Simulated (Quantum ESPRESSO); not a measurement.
HfN:

```
CELL_PARAMETERS angstrom
0.00000 2.25600 2.25600
2.25600 0.00000 2.25600
2.25600 2.25600 0.00000
ATOMIC_POSITIONS crystal
Hf 0.00000 0.00000 0.00000
N 0.50000 0.50000 0.50000
```

| Property | Result |
| --- | --- |
| Program | Quantum ESPRESSO 7.5 |
| Task | phonons |
| Functional | PW91 |
| Potentials or basis | GBRV 1.5 PBE |
| Cutoff | 612 eV |
| Density cutoff | 4898 eV |
| k mesh | 8 × 8 × 8 |
| Occupations | cold, width 0.2 eV |
| Spin | no spin polarisation |
| Mixing beta | 0.5 |
| Most SCF iterations | 120 |
| SCF threshold | 4e-10 Ry |

The cell and the atoms were relaxed first, to 11.72 Å³/atom (a = 3.212 Å, b = 3.212 Å, c = 3.212 Å, α = 60.00°, β = 60.00°, γ = 60.00°), and the response was taken there.

Task: Where do the zone-centre optical modes lie?

Result: T1u at 484 cm⁻¹ (IR).

Optical modes at Γ, degenerate ones joined:
| cm⁻¹ | components | symmetry | active in |
| --- | --- | --- | --- |
| 484 | 3 | T1u | IR |

Caveat: the mesh is thin for the phonons of a metal; the potentials were made for another functional, which shifts forces and pressure; before the sum rule the acoustic modes lie tens of cm⁻¹ from zero, a sign that the density grid also shifts the optical modes.
